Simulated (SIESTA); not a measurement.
The system is Fe.

```xyz
1
Lattice="-1.4430 1.4430 1.4430 1.4430 -1.4430 1.4430 1.4430 1.4430 -1.4430" Properties=species:S:1:pos:R:3 pbc="T T T"
Fe    0.0000    0.0000    0.0000
```

Base run:

- Program: SIESTA 5.4.2
- Functional: LDA
- Potentials or basis: PseudoDojo 0.4 standard (LDA files)
- Basis: DZP (energy shift 0.003 Ry; two zetas on semicore shells)
- Grid cutoff: 800 Ry
- Energy shift: 0.003 Ry
- k mesh: 13 × 13 × 13
- Occupations: fermi-dirac, width 0.05 eV
- Spin: collinear spin, ferromagnetic start
- Starting moments: [3.0] μB

Its results: band gap on the k mesh none (metal or under the smearing width); pressure -25.7 GPa; net moment 2.27 μB per cell; site moments Fe +2.27 μB.

Problem. The run is repeated on the same cell with these changes: functional from LDA to PBE; potentials or basis from PseudoDojo 0.4 standard (LDA files) to PseudoDojo 0.4 standard (PBE files). What comes out?

Solution. Band gap on the k mesh none (metal or under the smearing width); pressure -6.8 GPa; net moment 2.44 μB per cell; site moments Fe +2.44 μB.

Caveats: short orbitals over semicore shells can move pressures by several GPa; the basis of atomic orbitals isn't converged, which shifts pressures, moduli and gaps.
